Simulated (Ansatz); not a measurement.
## ZrSi2O6: competing structures

Theory: DFT PBE, scalar-relativistic, plane waves, PAW in Ansatz. Settings: cutoff 420 eV, Γ-centred meshes spaced at most about 0.3 Å⁻¹ (2π included), Gaussian smearing. No spin polarisation.

Formation energies are uncorrected and refer to the elements' standard structures at the same level (O₂ as a molecule).

These are static total energies at zero pressure. Larger cells and other orderings weren't all tried, so the list isn't exhaustive. Kohn–Sham gaps at this level usually fall short of measured ones.

Invented guesses were relaxed alike, and ends that match in structure were merged. ΔE counts from the first row. Coordination counts O atoms around Si and Zr (those within 1.25 times the shortest such distance or 1.15 times the sum of covalent radii; a plus sign parts nearer from farther groups). The ends were matched against large subsets of the Crystallography Open Database and the Materials Project, so a missing match doesn't prove that a structure is unreported.

```
#                                        reached from  type and space group  atoms  Å³/atom  coordination  ΔE (meV/atom)  gap on mesh (eV)  in databases                                                                                                              checks
1  a relaxed cell, shaken at random and relaxed again            C2 (No. 5)      9     16.4    Zr 4, Si 4              0              5.16      no match  phonons real on a 2×2×1 q mesh, imaginary between its points (to 109i cm⁻¹, which can come from the interpolation)
2                     Zr/Si ordered on a cell of SiO2         C222 (No. 21)      9     17.4    Zr 4, Si 4              7              5.05      no match                                                                                                                   -
3                 Zr and Si ordered on fluorite sites       P-3m1 (No. 164)      9      9.2  Zr 8, Si 2+6            833              1.71      no match                                                                                                                   -
```

The lowest: Space group C2 (No. 5), monoclinic, a = 9.975 Å, b = 5.007 Å, c = 5.898 Å, β = 91.8°. Zr is surrounded by 4 O at 1.96–1.97 Å; around Si lie 4 O at 1.63–1.64 Å; O on its first site has 1 Si at 1.63 Å and 1 Zr at 1.97 Å; O on its second site is surrounded by 2 Si at 1.64 Å; O on its third site has 1 Si at 1.63 Å and 1 Zr at 1.96 Å. Its energy over the elements is −2.923 eV/atom. It lies below the elements, which doesn't yet make it stable against other compounds or structures. An observed structure of this formula, if there is one, may be missing.

```xyz
9
Lattice="4.9873 -2.5034 0.0000 4.9873 2.5034 0.0000 -0.1857 0.0000 5.8948" Properties=species:S:1:pos:R:3 pbc="T T T"
Zr    4.8945   -0.2143    2.9474
Si    7.4816   -1.1679    0.9120
Si    2.3073   -1.1679    4.9827
O     6.1590   -1.2621    1.8633
O     2.1227    0.3824    5.4866
O     3.6299   -1.2621    4.0315
O     3.8205    0.9024    1.7517
O     7.6662    0.3824    0.4082
O     5.9684    0.9024    4.1430
```

The second: Space group C222 (No. 21), orthorhombic, a = 5.212 Å, b = 9.961 Å, c = 6.040 Å. Around Zr lie 4 O at 1.96 Å; around Si lie 4 O at 1.63 Å; around O on a site of symmetry 1 lie 1 Si at 1.63 Å and 1 Zr at 1.96 Å; O on a site of symmetry 2 has 2 Si at 1.63 Å. Counting O atoms around Si and Zr, the first and the second both have Zr 4, Si 4. Shaken at random and relaxed again, row 2 falls into row 1, 7 meV/atom lower, so it is a saddle point or a shallow minimum. Cells without such a test can be saddle points. Some structure types and database cells were kept out of the candidates from the start, so a known form may be missing.
